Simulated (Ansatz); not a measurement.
## HgSe: elastic constants with PBEsol

The system is HgSe.

```
Hg Se
1.0
     0.00000    3.03900    3.03900
     3.03900    0.00000    3.03900
     3.03900    3.03900    0.00000
Hg Se
1 1
Direct
  0.00000 0.00000 0.00000
  0.75000 0.75000 0.75000
```

| Quantity | Value |
| --- | --- |
| Program | Ansatz 0.2.0 |
| Task | elastic constants |
| Functional | PBEsol |
| Potentials or basis | Ansatz PAW |
| Cutoff | 420 eV (not typed: the program's choice for these potentials) |
| k mesh | 6 × 6 × 6 |
| Occupations | fermi-dirac, width 0.05 eV |
| Spin | no spin polarisation |
| Atoms under strain | relaxed |

```yaml
Pressure: 1.5 GPa
Band_gap_on_the_k_mesh: none (metal or under the smearing width)
Elastic_constants_C11_C12_C44: 67, 55, 20 GPa
Voigt_bulk_modulus: 59 GPa
```

Levels at points of the mesh, in eV from the Fermi level:
```tsv
k point	band 15	band 16	band 17	band 18	band 19	band 20	band 21	band 22
(0.00, 0.00, 0.00)	-6.47	-1.07	-0.04	-0.04	-0.04	5.39	5.39	5.39
(0.00, 0.00, -0.50)	-6.15	-5.62	-1.02	-1.02	1.00	6.15	6.15	6.83
(0.00, -0.50, -0.50)	-6.10	-5.17	-2.37	-2.37	2.69	2.83	8.27	9.75
```

Elastic tensor in Voigt notation (GPa, in the Cartesian axes of the cell as first typed):
```
67 55 55  0  0  0
55 67 55  0  0  0
55 55 67  0  0  0
 0  0  0 20  0  0
 0  0  0  0 20  0
 0  0  0  0  0 20
```

Run time: 58 s on 2 threads of Intel(R) Xeon(R) Processor @ 2.50GHz (Skylake/Cascade Lake), on a shared host, peak memory 0.43 GiB.

Caveat: elastic constants of metals need much finer meshes, so these are rough; the PAW data sets come from PBE, with cores solved anew for the run's functional, which leaves a small shift of forces and pressure. The run has no spin-orbit coupling, so splittings on Hg are missing.
